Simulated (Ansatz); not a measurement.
## MgS and the effect of the share of exact exchange

The structure is hexagonal, space group P6_3mc (No. 186). Conventional cell: a = 4.035 Å, b = 4.035 Å, c = 6.432 Å, α = 90.00°, β = 90.00°, γ = 120.00°. Around S (site symmetry 3m) lie 4 Mg at 2.45 to 2.47 Å. Mg (site symmetry 3m) has 4 S at 2.45 to 2.47 Å as nearest neighbours.

The cell comes from a database or a generator and needn't be the stable form of this composition.

Kept alike: task single point; functional HSE06 form with a typed share of exact exchange; k mesh 4 × 4 × 2; occupations fermi-dirac, width 0.05 eV; no spin polarisation. Program: Ansatz, Ansatz PAW, cutoff 420 eV. Screening held at 0.2 Å⁻¹. The mesh is that of the run's cell of 4 atoms. No spin-orbit coupling.

```tsv
share of exact exchange, α	band gap (eV)	pressure (GPa)
0.05	3.652	0.88
0.1	3.867	0.67
0.15	4.083	0.46
0.2	4.302	0.25
0.25	4.523	0.05
0.3	4.746	-0.16
0.4	?	?
0.5	5.656	-0.92
```

The k mesh is coarse, so the values aren't converged. Pressure is positive in compression, with a Pulay correction for the finite cutoff. A gap read on the mesh alone can miss an edge between its points. All rows use potentials made for PBE. The mesh is thin for exact exchange.

Question: Fit the rows shown and predict the run at 0.4.

Answer: A least-squares line through the rows shown is band gap = 4.4553 α + 3.4176 (largest miss 0.0116); at α = 0.4 it gives 5.200 eV. A least-squares line through the rows shown is pressure = -4.005 α + 1.063 (largest miss 0.021); at α = 0.4 it gives -0.54 GPa. The run gave: band gap 5.198 eV; pressure -0.54 GPa.
